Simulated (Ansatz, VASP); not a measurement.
Ti in VASP and in Ansatz

File INCAR:

```
SYSTEM = Ti
  ALGO = Normal
  EDIFF = 1E-8
  ENCUT = 520
  GGA = PS
  ISIF = 2
  ISMEAR = -1
  LASPH = .TRUE.
  LCHARG = .FALSE.
  LEFG = .TRUE.
  LREAL = .FALSE.
  LWAVE = .FALSE.
  NBANDS = 12
  NELM = 100
  PREC = Accurate
  SIGMA = 0.05
```

Contents of KPOINTS:

```
k-points
0
G
  14 14 14
  0 0 0
```

File POSCAR:

```
Ti
1.0
   -1.6902300000      1.6410000000      1.6410000000
    1.6410000000     -1.6902300000      1.6410000000
    1.6410000000      1.6410000000     -1.6902300000
Ti
1
Direct
    0.0000000000      0.0000000000      0.0000000000
```

Input for Ansatz:

```yaml
crystal:
  lattice:
    - [-1.69023, 1.641, 1.641]
    - [1.641, -1.69023, 1.641]
    - [1.641, 1.641, -1.69023]
  atoms:
    - { symbol: Ti, position: [0.0, 0.0, 0.0] }
kpoints:
  mp_grid: { grid: [14, 14, 14] }
scf:
  occupations: { method: fermi_dirac, width: 0.05 }
hamiltonian:
  xc: pbesol
  pseudopotentials: { kind: all_electron, datasets: crystal }
output:
  forces: true
  stress: true
  eigenvalues: true
  efg: { contact_densities: true }
```

Change from the starting cell: equal xy, yz and zx shear strains of -3 %, crystal datasets.

Alike in both runs: task electric field gradients; functional PBEsol; k mesh 14 × 14 × 14; occupations fermi-dirac, width 0.05 eV; no spin polarisation.

|  | VASP | Ansatz |
| --- | --- | --- |
| version | VASP 6.6.1 | Ansatz 0.2.0 |
| potentials or method | VASP PAW PBE potentials, release 64 (Ti_sv) | all-electron PAW with datasets made for the crystal, scalar-relativistic |
| plane-wave cutoff (eV) | 520 | see its input |

```tsv
	VASP	Ansatz	Ansatz less VASP
pressure (GPa)	-6.9	-6.7	+0.17
largest component of the traceless stress (GPa)	0.86	0.86	+0.003
Vzz of the field gradient on the site that differs most (V/Å²)	15.2	15.0	-0.27
```

Ansatz ran all-electron here, so the differences hold the error of VASP's frozen core and of both bases.

Caveats: the PAW data sets were made with another functional, which shifts forces and pressure a little (VASP).
